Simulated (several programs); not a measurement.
# Many methods on one cell: SrCl2 (CdCl2 type)

SrCl2 (CdCl2 type) (it has left that coordination), relaxed with r2SCAN+rVV10 in Ansatz, was computed with several methods. The symmetry is Fm-3m (No. 225, cubic); conventional cell a = 6.951 Å, 27.98 Å³ an atom. Around Sr lie 8 Cl at 3.01 Å; around Cl lie 4 Sr at 3.01 Å. No spin polarisation. The prototype was imposed, so other structures may be more stable.

```xyz
3
Lattice="2.4567 1.4184 4.0153 -2.4567 1.4184 4.0153 0.0000 -2.8368 4.0153" Properties=species:S:1:pos:R:3 pbc="T T T"
Sr    0.0000    0.0000    0.0000
Cl    0.0000    0.0000    3.0109
Cl    0.0000    0.0000    9.0350
```

Gaps and times are for a single point on this cell; volume and bulk modulus come from each method's own relaxation or energy curve at fixed shape. Times are rough, from shared hosts (Arm Neoverse V1), and each method has its own mesh and cell size. PM6 (MOPAC), PM7 (MOPAC), GFN1-xTB (tblite), GFN2-xTB (tblite) treat a cluster of cells at its zone centre, which samples few k points: where these miss a band edge, the gap comes out too large for that reason alone. Gaps from k meshes are read at a limited set of points (mesh, symmetry points, PBE's band edges), so each method's own least gap may be somewhat smaller. xTB and the PM methods were fitted mostly to molecules, and can miss a solid's gap by electronvolts. Minimal bases can be far off for gaps. Times of the plane-wave ladder aren't listed, since it ran on unlike processors and cards. GLLB-SC's gap includes the derivative discontinuity. G0W0 is at finite bands, cutoff and mesh. d marks a direct gap, i an indirect one (no mark: not told apart), a dash a value that wasn't computed or didn't pass its checks.

| method | kind | gap (eV) | own volume (Å³/atom) | bulk modulus (GPa) | atoms computed | processor time |
| --- | --- | --- | --- | --- | --- | --- |
| PBE-D3(BJ) | semilocal | – | 28.05 | – | 3 | – |
| r2SCAN+rVV10 | semilocal | – | 27.98 | – | 3 | – |
| PBE-D4 | semilocal | – | 28.19 | – | 3 | – |
| light PBE (260 eV and a coarse mesh) | light plane-wave | 5.37 i | – | – | 3 | 0.77 s |
| GFN1-xTB (tblite) | tight binding | 4.74 | – | – | cluster | 3 s |
| PM6 (MOPAC) | semi-empirical | 8.47 | – | – | cluster | 3.3 s |
| PM7 (MOPAC) | semi-empirical | 10.81 | – | – | cluster | 3.5 s |
| GFN2-xTB (tblite) | tight binding | 3.32 | – | – | cluster | 3.7 s |
| PBE | semilocal | 5.39 i | – | – | 3 | – |
| PBE/SZV (CP2K) | small basis | 4.05 i | – | – | 3 | 5.1 s |
| LDA | semilocal | 4.92 i | – | – | 3 | – |
| r2SCAN | semilocal | 5.98 d | – | – | 3 | – |
| PBE/DZVP (CP2K) | small basis | 5.33 i | 29.40 | 34 | 3 | 10 s |
| PBE/single zeta (GPAW) | small basis | 5.29 i | – | – | 3 | 25 s |
| GLLB-SC (GPAW) | model potential | 9.35 | – | – | 3 | 33 s |
| PBE+SOC | semilocal | 5.39 i | – | – | 3 | – |
| PBE0 | hybrid | 7.39 i | – | – | 3 | – |
| HSE06 | hybrid | 6.67 i | – | – | 3 | – |
| Hartree-Fock | exact exchange | 13.55 i | – | – | 3 | – |
| DDH-PBE0 | hybrid | 8.14 i | – | – | 3 | – |
| r2SCAN0 | hybrid | 7.71 i | – | – | 3 | – |
| G0W0@LDA (140 eV screening cutoff) | many-body | 7.37 | – | – | 3 | – |
| G0W0@r2SCAN (140 eV screening cutoff) | many-body | 7.83 | – | – | 3 | – |
| G0W0@HSE06 (140 eV screening cutoff) | many-body | 8.09 | – | – | 3 | – |
| HSE06+SOC | hybrid | 6.67 i | – | – | 3 | – |
| G0W0@PBE (220 eV screening cutoff) | many-body | 7.61 | – | – | 3 | – |

Against HSE06 (6.67 eV) and with closed or daggered gaps left aside, the nearest gap at the points sampled is that of HSE06+SOC (0.00 eV) and the farthest that of Hartree-Fock (+6.88 eV). HSE06 is only a yardstick of convenience: for gaps this wide it usually falls short of measured ones, so a larger value can be the better one.

Only the rows marked +SOC include spin-orbit coupling.
